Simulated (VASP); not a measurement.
# H (P1) in VASP: single point with PBE

Aim: the single point of H with PBE.

All numbers are computed with VASP 6.6.1; they aren't measurements. Logs are shortened: lines on timing, memory, paths and dates and some standing lists are left out, and cuts for length are marked.

### Step 1. The cell of the first run

The typed cell holds 4 atoms: a = 3.775 Å, b = 3.783 Å, c = 4.918 Å, α = 90.08°, β = 89.90°, γ = 120.41°.

### Step 2. Single point, PBE (all atoms moved at random, cell strained at random)

Contents of INCAR:

```
SYSTEM = H
ALGO = Fast ; EDIFF = 1E-6
ENCUT = 520 ; GGA = PE
ISIF = 2 ; ISMEAR = 0
LASPH = .True. ; LCHARG = .False.
LREAL = .False. ; LWAVE = .False.
NBANDS = 10 ; NELM = 100
PREC = Accurate ; SIGMA = 0.02
```

Contents of KPOINTS:

```
k-points
0
Gamma
  9 9 6
  0 0 0
```

Contents of POSCAR:

```
H
1.0
    3.7750402119     -0.0160517452      0.0032257096
   -1.9014213251      3.2708548344     -0.0026770629
    0.0042391957     -0.0016149317      4.9183754134
H
4
Direct
    0.3445573224      0.6732037370      0.1738862340
    0.6661493313      0.3308195361      0.6760995784
    0.6613990232      0.3374017070      0.8264169367
    0.3278928197      0.6585720130      0.3235952694
```

Potentials or basis: VASP PAW PBE potentials, release 64 (H).

Run with:

```
$ cat potpaw_PBE.64/H/POTCAR > POTCAR
$ mpirun -np 1 vasp_std > vasp.out
```

OUTCAR:

```text
SYSTEM = H
   EDIFF = 1E-6
   ENCUT = 520
   GGA = PE
   ISIF = 2
   ISMEAR = 0
   LASPH = .True.
   LREAL = .False.
   NELM = 100
   PREC = Accurate

 ion  position               nearest neighbor table
   1  0.345  0.673  0.174-   4 0.74
   2  0.666  0.331  0.676-   3 0.74
   3  0.661  0.337  0.826-   2 0.74
   4  0.328  0.659  0.324-   1 0.74

  LATTYP: Found a triclinic cell.
 ALAT       =     3.7750757165
 B/A-ratio  =     0.9948289763
 C/A-ratio  =     1.3028553266
 COS(alpha) =     0.0002915237
 COS(beta)  =     0.0017177725
 COS(gamma) =     0.4952030655

  Lattice vectors:

 A1 = (   3.7750402119,  -0.0160517452,   0.0032257096)
 A2 = (   1.8736188868,   3.2548030892,   0.0005486467)
 A3 = (   0.0042391957,  -0.0016149317,   4.9183754134)

Analysis of symmetry for initial positions (statically):
=====================================================================
 Subroutine PRICEL returns:
 Original cell was already a primitive cell.

 Routine SETGRP: Setting up the symmetry group for a
 triclinic supercell.

 Subroutine GETGRP returns: Found  1 space group operations
 (whereof  1 operations were pure point group operations)
 out of a pool of  2 trial point group operations.

The static configuration has the point symmetry C_1 .

Analysis of symmetry for dynamics (positions and initial velocities):
=====================================================================
 Subroutine PRICEL returns:
 Original cell was already a primitive cell.

 Routine SETGRP: Setting up the symmetry group for a
 triclinic supercell.

 Subroutine GETGRP returns: Found  1 space group operations
 (whereof  1 operations were pure point group operations)
 out of a pool of  2 trial point group operations.

The dynamic configuration has the point symmetry C_1 .

 Subroutine INISYM returns: Found  1 space group operations
 (whereof  1 operations are pure point group operations),
 and found     1 'primitive' translations

----------------------------------------------------------------------------------------

                                     Primitive cell
[... 98 lines left out ...]
   NSW    =      0    number of steps for IOM
   IBRION =     -1    ionic relax: 0-MD 1-quasi-New 2-CG
   NFREE  =      0    steps in history (QN), initial steepest desc. (CG)
   ISIF   =      2    stress and relaxation
   ISYM   =      2    0-nonsym 1-usesym 2-fastsym
   POTIM  = 0.5000    time-step for ionic-motion
   TEBEG  =    0.0;   TEEND  =   0.0 temperature during run
   PSTRESS=    0.0 pullay stress
   NELECT =       4.0000    total number of electrons
   NUPDOWN=      -1.0000    fix difference up-down
   EMIN   =  10.00;   EMAX   =-10.00  energy-range for DOS
   EFERMI =   0.00;   METHOD = LEGACY
   ISMEAR =     0;   SIGMA  =   0.02  broadening in eV -4-tet -1-fermi 0-gaus
   EFERMI_NEDOS =   21; number of points for ismear=-14 and -15
   IALGO  =     68    algorithm
   IMIX   =      4    mixing-type and parameters
     AMIX     =   0.40;   BMIX     =  1.00
     AMIX_MAG =   1.60;   BMIX_MAG =  1.00
  volume/ion in A,a.u.               =      15.15       102.20
  Fermi-wavevector in a.u.,A,eV,Ry     =   0.661686  1.250405  5.957010  0.437828
  Thomas-Fermi vector in A             =   1.734522
   LORBIT       =      0    0 simple, 1 ext, 2 COOP (PROOUT), +10 PAW based schemes
   GGA     = PE    functional components
   LHFCALC =     F    Hartree Fock is set to
   AEXX    =    0.0000 exact exchange contribution
   IVDW    =     0    specifies the selected vdW correction
   LEPSILON=     F    determine dielectric tensor
   LRPA    =     F    only Hartree local field effects (RPA)
 non-spin polarized calculation
 RMM-DIIS sequential band-by-band and
 Gauss-broadening in eV      SIGMA  =   0.02
  energy-cutoff  :      520.00
  volume of cell :       60.58
 maximum number of plane-waves:      1653
   NGX = 13   NGY = 15   NGZ = 19

 number of electron       4.0000000 magnetization

 Free energy of the ion-electron system (eV)
  ---------------------------------------------------
  ext. energy  EPLUGINS =         0.00000000
  ---------------------------------------------------
  free energy    TOTEN  =       -13.57182932 eV

  energy without entropy =      -13.57182932  energy(sigma->0) =      -13.57182932

 E-fermi :  -8.6765     XC(G=0):  -4.7017

 val. band max:       -8.8088784219   @ k =   0.0000   0.0000   0.0000
 cond. band min:       0.5895728896   @ k =   0.0000   0.0000   0.0000
 fundamental gap:      9.3984513115
 Fermi energy:        -8.6764628615

 k-point     1 :       0.0000    0.0000    0.0000
  band No.  band energies     occupation
      1     -10.3835      2.00000
      2      -8.8089      2.00000
      3       0.5896      0.00000
      4       3.4137      0.00000
      5       6.4761      0.00000
      6       8.1207      0.00000
      7       8.6291      0.00000
      8       8.7929      0.00000
      9      10.1211      0.00000
     10      10.1475      0.00000
[... 287 lines left out ...]
 k-point    24 :      -0.0000    0.3333    0.0000
  band No.  band energies     occupation
      1      -9.8450      2.00000
      2      -8.9213      2.00000
      3       1.8442      0.00000
      4       2.0147      0.00000
      5       4.1583      0.00000
      6       5.8310      0.00000
      7       6.4230      0.00000
      8       7.9305      0.00000
      9      10.0430      0.00000
     10      11.2423      0.00000

 [... further k-points ...]

------------------------ aborting loop because EDIFF is reached ----------------------------------------

  FORCE on cell =-STRESS in cart. coord.  units (eV):
  Direction    XX          YY          ZZ          XY          YZ          ZX
  --------------------------------------------------------------------------------------
  -------------------------------------------------------------------------------------
  Total       -0.0327389     -0.0326432      0.5335907     -0.0003809     -0.0116741     -0.0247155
  in kB       -0.8658557     -0.8633234     14.1120296     -0.0100737     -0.3087476     -0.6536574
  external PRESSURE =       4.1276168 kB  Pullay stress =       0.0000000 kB

 VOLUME and BASIS-vectors are now :
 -----------------------------------------------------------------------------
  energy-cutoff  :      520.00
  volume of cell :       60.58
      direct lattice vectors                 reciprocal lattice vectors
     3.775040212 -0.016051745  0.003225710     0.265554396  0.154372585 -0.000178196
    -1.901421325  3.270854834 -0.002677063     0.001303125  0.306488091  0.000099511
     0.004239196 -0.001614932  4.918375413    -0.000173454  0.000065576  0.203319340

 POSITION                                       TOTAL-FORCE (eV/Angst)
 -----------------------------------------------------------------------------------
      0.02141      2.19614      0.85455         0.017875      0.027127     -0.412129
      1.88858      1.07028      3.32657         0.013440     -0.011440     -0.357607
      1.85877      1.09164      4.06586        -0.012907      0.011214      0.356303
     -0.01304      2.14831      1.59086        -0.018408     -0.026901      0.413433
 -----------------------------------------------------------------------------------
    total drift:                                0.000004     -0.000031     -0.000072

  FREE ENERGIE OF THE ION-ELECTRON SYSTEM (eV)
  ---------------------------------------------------
  free  energy   TOTEN  =       -13.5718293248 eV

  energy  without entropy=      -13.5718293248  energy(sigma->0) =      -13.57182932
```

Run time: 45 s. Hardware: 1 thread of Intel Xeon 6975P-C (Granite Rapids), shared host; peak memory 0.23 GiB.

Results:

- Free energy: -13.5718 eV
- Pressure: 0.4 GPa
- Largest force: 0.415 eV/Å
- Band gap on the k mesh: 9.40 eV, direct

Forces in eV/Å, atoms in the order of the input:
```
H    0.018  0.027 -0.412
H    0.013 -0.011 -0.358
H   -0.013  0.011  0.356
H   -0.018 -0.027  0.413
```

Stress tensor (GPa, compression positive):
```
-0.09  0.00 -0.07
 0.00 -0.09 -0.03
-0.07 -0.03  1.41
```

Levels at points of the mesh, in eV from the valence-band top:
| k point | band 1 | band 2 | band 3 | band 4 | band 5 | band 6 | band 7 |
| --- | --- | --- | --- | --- | --- | --- | --- |
| (0.00, 0.00, 0.00) | -1.57 | 0.00 | 9.40 | 12.22 | 15.29 | 16.93 | 17.44 |
| (0.00, 0.00, 0.50) | -0.88 | -0.85 | 10.50 | 10.55 | 17.53 | 17.59 | 18.60 |

Caveat: an odd mesh through Γ misses points on the zone boundary, where band edges often lie.
